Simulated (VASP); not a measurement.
# CsSnBr3 (Pm-3m) in VASP: single point with r2SCAN

Aim: the single point of CsSnBr3 with r2SCAN.

Program: VASP 6.6.1. These are calculated values, not measurements. Logs are shortened: lines on timing, memory, paths and dates and some standing lists are left out, and cuts for length are marked.

### 1 The crystal as given

The structure is cubic, space group Pm-3m (No. 221). Conventional cell: a = 5.761 Å, b = 5.761 Å, c = 5.761 Å, α = 90.00°, β = 90.00°, γ = 90.00°. Cs (site symmetry m-3m) is surrounded by 12 Br at 4.07 Å. Br (site symmetry 4/mmm) has 2 Sn at 2.88 Å as nearest neighbours. Sn (site symmetry m-3m) has 6 Br at 2.88 Å as nearest neighbours.

The cell was built by a generator and needn't be a form met in nature.

### 2 Single point, r2SCAN

INCAR

```
ALGO = Normal
EDIFF = 1E-7
ENCUT = 520
ISIF = 2
ISMEAR = 1
LASPH = True
LCHARG = False
LMIXTAU = True
LREAL = False
LWAVE = False
METAGGA = R2SCAN
NBANDS = 30
NELM = 80
PREC = Accurate
SIGMA = 0.1292
```

KPOINTS

```
k-points
0
Gamma
  5 5 5
```

POSCAR

```
CsSnBr3
1.0
    5.7612580000      0.0000000000      0.0000000000
    0.0000000000      5.7612580000      0.0000000000
    0.0000000000      0.0000000000      5.7612580000
Cs Br Sn
1 3 1
Direct
    0.0000000000      0.0000000000      0.0000000000
    0.0000000000      0.5000000000      0.5000000000
    0.5000000000      0.0000000000      0.5000000000
    0.5000000000      0.5000000000      0.0000000000
    0.5000000000      0.5000000000      0.5000000000
```

Potentials or basis: VASP PAW PBE potentials, release 64 (Cs_sv, Br, Sn_d).

The run is started by

```bash
$ cat potpaw_PBE.64/Cs_sv/POTCAR potpaw_PBE.64/Br/POTCAR potpaw_PBE.64/Sn_d/POTCAR > POTCAR
$ mpirun -np 1 vasp_std > vasp.out
```

OUTCAR:

```text
EDIFF = 1E-7
   ENCUT = 520
   ISIF = 2
   ISMEAR = 1
   LASPH = True
   LREAL = False
   METAGGA = R2SCAN
   NELM = 80
   PREC = Accurate

 ion  position               nearest neighbor table
   1  0.000  0.000  0.000-
   2  0.000  0.500  0.500-   5 2.88   5 2.88
   3  0.500  0.000  0.500-   5 2.88   5 2.88
   4  0.500  0.500  0.000-   5 2.88   5 2.88
   5  0.500  0.500  0.500-   2 2.88   3 2.88   4 2.88   4 2.88   3 2.88   2 2.88

  LATTYP: Found a simple cubic cell.
 ALAT       =     5.7612580000

  Lattice vectors:

 A1 = (   5.7612580000,   0.0000000000,   0.0000000000)
 A2 = (   0.0000000000,   5.7612580000,   0.0000000000)
 A3 = (   0.0000000000,   0.0000000000,   5.7612580000)

Analysis of symmetry for initial positions (statically):
=====================================================================
 Subroutine PRICEL returns:
 Original cell was already a primitive cell.

 Routine SETGRP: Setting up the symmetry group for a
 simple cubic supercell.

 Subroutine GETGRP returns: Found 48 space group operations
 (whereof 48 operations were pure point group operations)
 out of a pool of 48 trial point group operations.

The static configuration has the point symmetry O_h .

Analysis of symmetry for dynamics (positions and initial velocities):
=====================================================================
 Subroutine PRICEL returns:
 Original cell was already a primitive cell.

 Routine SETGRP: Setting up the symmetry group for a
 simple cubic supercell.

 Subroutine GETGRP returns: Found 48 space group operations
 (whereof 48 operations were pure point group operations)
 out of a pool of 48 trial point group operations.

The dynamic configuration has the point symmetry O_h .

 Subroutine INISYM returns: Found 48 space group operations
 (whereof 48 operations are pure point group operations),
 and found     1 'primitive' translations

----------------------------------------------------------------------------------------

                                     Primitive cell

  volume of cell :     191.2282

  direct lattice vectors                    reciprocal lattice vectors
     5.761258000  0.000000000  0.000000000     0.173573202  0.000000000  0.000000000
     0.000000000  5.761258000  0.000000000     0.000000000  0.173573202  0.000000000
     0.000000000  0.000000000  5.761258000     0.000000000  0.000000000  0.173573202

  length of vectors
     5.761258000  5.761258000  5.761258000     0.173573202  0.173573202  0.173573202

  position of ions in fractional coordinates (direct lattice)
     0.000000000  0.000000000  0.000000000
     0.000000000  0.500000000  0.500000000
     0.500000000  0.000000000  0.500000000
     0.500000000  0.500000000  0.000000000
     0.500000000  0.500000000  0.500000000

  ion indices of the primitive-cell ions
   primitive index   ion index
                 1           1
                 2           2
                 3           3
                 4           4
                 5           5

----------------------------------------------------------------------------------------

 KPOINTS: k-points

Automatic generation of k-mesh.
 Grid dimensions read from file:
 generate k-points for:    5    5    5

 Generating k-lattice:

  Cartesian coordinates                     Fractional coordinates (reciprocal lattice)
     0.034714640  0.000000000  0.000000000     0.200000000  0.000000000  0.000000000
     0.000000000  0.034714640  0.000000000     0.000000000  0.200000000  0.000000000
     0.000000000  0.000000000  0.034714640     0.000000000  0.000000000  0.200000000

  Length of vectors
     0.034714640  0.034714640  0.034714640

  Shift w.r.t. Gamma in fractional coordinates (k-lattice)
     0.000000000  0.000000000  0.000000000

 Subroutine IBZKPT returns following result:
 ===========================================

 Found     10 irreducible k-points:

 Following reciprocal coordinates:
            Coordinates               Weight
  0.000000  0.000000  0.000000      1.000000
  0.200000  0.000000  0.000000      6.000000
  0.400000  0.000000  0.000000      6.000000
  0.200000  0.200000  0.000000     12.000000
  0.400000  0.200000  0.000000     24.000000
  0.400000  0.400000  0.000000     12.000000
  0.200000  0.200000  0.200000      8.000000
  0.400000  0.200000  0.200000     24.000000
  0.400000  0.400000  0.200000     24.000000
  0.400000  0.400000  0.400000      8.000000
   k-points           NKPTS =     10   k-points in BZ     NKDIM =     10   number of bands    NBANDS=     30
   number of dos      NEDOS =    301   number of ions     NIONS =      5
   total plane-waves  NPLWV = 110592
   dimension x,y,z NGX =    48 NGY =   48 NGZ =   48
   dimension x,y,z NGXF=    96 NGYF=   96 NGZF=   96
   ions per type =               1   3   1
   NGX,Y,Z   is equivalent  to a cutoff of  13.85, 13.85, 13.85 a.u.
   NGXF,Y,Z  is equivalent  to a cutoff of  27.70, 27.70, 27.70 a.u.
 SYSTEM =  unknown system
   PREC   = accura    normal or accurate (medium, high low for compatibility)
   ISTART =      0    job   : 0-new  1-cont  2-samecut
   ICHARG =      2    charge: 1-file 2-atom 10-const
   ISPIN  =      1    spin polarized calculation?
   LNONCOLLINEAR =      F non collinear calculations
   LSORBIT =      F    spin-orbit coupling
   LASPH  =      T    aspherical Exc in radial PAW
   ENCUT  =  520.0 eV  38.22 Ry    6.18 a.u.  10.71 10.71 10.71*2*pi/ulx,y,z
   NELM   =     80;   NELMIN=  2; NELMDL= -5     # of ELM steps
   EDIFF  = 0.1E-06   stopping-criterion for ELM
   LREAL  =      F    real-space projection
   EDIFFG = 0.1E-05   stopping-criterion for IOM
   NSW    =      0    number of steps for IOM
   IBRION =     -1    ionic relax: 0-MD 1-quasi-New 2-CG
   NFREE  =      0    steps in history (QN), initial steepest desc. (CG)
   ISIF   =      2    stress and relaxation
   ISYM   =      2    0-nonsym 1-usesym 2-fastsym
   POTIM  = 0.5000    time-step for ionic-motion
   TEBEG  =    0.0;   TEEND  =   0.0 temperature during run
   PSTRESS=    0.0 pullay stress
   NELECT =      44.0000    total number of electrons
   NUPDOWN=      -1.0000    fix difference up-down
   EMIN   =  10.00;   EMAX   =-10.00  energy-range for DOS
   EFERMI =   0.00;   METHOD = LEGACY
   ISMEAR =     1;   SIGMA  =   0.13  broadening in eV -4-tet -1-fermi 0-gaus
   EFERMI_NEDOS =   21; number of points for ismear=-14 and -15
   IALGO  =     38    algorithm
   IMIX   =      4    mixing-type and parameters
     AMIX     =   0.40;   BMIX     =  1.00
     AMIX_MAG =   1.60;   BMIX_MAG =  1.00
  volume/ion in A,a.u.               =      38.25       258.09
  Fermi-wavevector in a.u.,A,eV,Ry     =   1.003171  1.895719 13.692257  1.006353
  Thomas-Fermi vector in A             =   2.135706
   LORBIT       =      0    0 simple, 1 ext, 2 COOP (PROOUT), +10 PAW based schemes
   METAGGA = R2SCAN    functional components
   LHFCALC =     F    Hartree Fock is set to
   AEXX    =    0.0000 exact exchange contribution
   IVDW    =     0    specifies the selected vdW correction
   LEPSILON=     F    determine dielectric tensor
   LRPA    =     F    only Hartree local field effects (RPA)
 non-spin polarized calculation
 Methfessel and Paxton  Order N= 1 SIGMA  =   0.13
  energy-cutoff  :      520.00
  volume of cell :      191.23
 maximum number of plane-waves:      5177
 NGX is ok and might be reduce to    48
   NGX = 21   NGY = 21   NGZ = 21

 number of electron      44.0000009 magnetization

 Free energy of the ion-electron system (eV)
  ---------------------------------------------------
  ext. energy  EPLUGINS =         0.00000000
  ---------------------------------------------------
  free energy    TOTEN  =       -96.33271880 eV

  energy without entropy =      -96.33319822  energy(sigma->0) =      -96.33287860

 E-fermi :   1.7231     XC(G=0):  -8.2578

 val. band max:        1.6143605449   @ k =   0.4000   0.4000   0.4000
 cond. band min:       3.5785625192   @ k =   0.4000   0.4000   0.4000
 fundamental gap:      1.9642019743
 Fermi energy:         1.7231317269

 k-point     1 :       0.0000    0.0000    0.0000
  band No.  band energies     occupation
      1     -20.6846      2.00000
      2     -20.5358      2.00000
      3     -20.5358      2.00000
      4     -20.4898      2.00000
      5     -20.4898      2.00000
      6     -20.4898      2.00000
[... 22 lines left out ...]
     29       7.9132      0.00000
     30       7.9132      0.00000

 k-point     2 :       0.2000    0.0000    0.0000
  band No.  band energies     occupation
      1     -20.6840      2.00000
      2     -20.5358      2.00000
      3     -20.5327      2.00000
      4     -20.4899      2.00000
      5     -20.4899      2.00000
      6     -20.4898      2.00000
[... 22 lines left out ...]
     29       6.8147      0.00000
     30       7.8414      0.00000

 k-point     3 :       0.4000    0.0000    0.0000
  band No.  band energies     occupation
      1     -20.6830      2.00000
      2     -20.5358      2.00000
      3     -20.5276      2.00000
      4     -20.4900      2.00000
      5     -20.4900      2.00000
      6     -20.4897      2.00000
[... 22 lines left out ...]
     29       7.1848      0.00000
     30       8.0455      0.00000

 k-point     4 :       0.2000    0.2000    0.0000
  band No.  band energies     occupation
      1     -20.6834      2.00000
      2     -20.5342      2.00000
      3     -20.5311      2.00000
      4     -20.4900      2.00000
      5     -20.4899      2.00000
      6     -20.4899      2.00000
[... 154 lines left out ...]
     29       7.8460      0.00000
     30       7.9506      0.00000

 k-point     9 :       0.4000    0.4000    0.2000
  band No.  band energies     occupation
      1     -20.6814      2.00000
      2     -20.5285      2.00000
      3     -20.5234      2.00000
      4     -20.4902      2.00000
      5     -20.4901      2.00000
      6     -20.4901      2.00000
[... 22 lines left out ...]
     29       7.6544      0.00000
     30       7.8714      0.00000

 k-point    10 :       0.4000    0.4000    0.4000
  band No.  band energies     occupation
      1     -20.6807      2.00000
      2     -20.5234      2.00000
      3     -20.5234      2.00000
      4     -20.4903      2.00000
      5     -20.4903      2.00000
      6     -20.4903      2.00000
[... 22 lines left out ...]
     29       7.2050      0.00000
     30       8.2166      0.00000

------------------------ aborting loop because EDIFF is reached ----------------------------------------

  FORCE on cell =-STRESS in cart. coord.  units (eV):
  Direction    XX          YY          ZZ          XY          YZ          ZX
  --------------------------------------------------------------------------------------
  -------------------------------------------------------------------------------------
  Total        0.8438973      0.8438973      0.8438973     -0.0000000     -0.0000000      0.0000000
  in kB        7.0704688      7.0704688      7.0704688     -0.0000000     -0.0000000      0.0000000
  external PRESSURE =       7.0704688 kB  Pullay stress =       0.0000000 kB

 VOLUME and BASIS-vectors are now :
 -----------------------------------------------------------------------------
  energy-cutoff  :      520.00
  volume of cell :      191.23
      direct lattice vectors                 reciprocal lattice vectors
     5.761258000  0.000000000  0.000000000     0.173573202  0.000000000  0.000000000
     0.000000000  5.761258000  0.000000000     0.000000000  0.173573202  0.000000000
     0.000000000  0.000000000  5.761258000     0.000000000  0.000000000  0.173573202

 POSITION                                       TOTAL-FORCE (eV/Angst)
 -----------------------------------------------------------------------------------
      0.00000      0.00000      0.00000         0.000000      0.000000      0.000000
      0.00000      2.88063      2.88063         0.000000      0.000000      0.000000
      2.88063      0.00000      2.88063         0.000000      0.000000      0.000000
      2.88063      2.88063      0.00000         0.000000      0.000000      0.000000
      2.88063      2.88063      2.88063         0.000000      0.000000      0.000000
 -----------------------------------------------------------------------------------
    total drift:                                0.000000     -0.000000     -0.000000

  FREE ENERGIE OF THE ION-ELECTRON SYSTEM (eV)
  ---------------------------------------------------
  free  energy   TOTEN  =       -96.3327187983 eV

  energy  without entropy=      -96.3331982154  energy(sigma->0) =      -96.33287860
```

Run time: 3.4 min. Hardware: 1 thread of Intel Xeon Platinum 8559C (Emerald Rapids), shared host; peak memory 0.39 GiB.

What came out:

| Property | Result |
| --- | --- |
| Free energy | -96.3327 eV |
| Pressure | 0.7 GPa |
| Band gap on the k mesh | 1.96 eV, direct |

Levels at points of the mesh, in eV from the valence-band top:
```tsv
k point	band 18	band 19	band 20	band 21	band 22	band 23	band 24	band 25	band 26	band 27
(0.00, 0.00, 0.00)	-2.66	-2.66	-2.51	-2.51	-2.51	3.34	4.17	4.17	4.91	4.91
```

Caveat: the PAW data sets were made with another functional, which shifts forces and pressure a little; spin-orbit coupling is left out, which moves the levels of the heavy elements; an odd mesh through Γ misses points on the zone boundary, where band edges often lie.

### 3 Against experiment

Step 2. The gap isn't set beside the measured one, since this odd mesh misses points on the zone boundary.
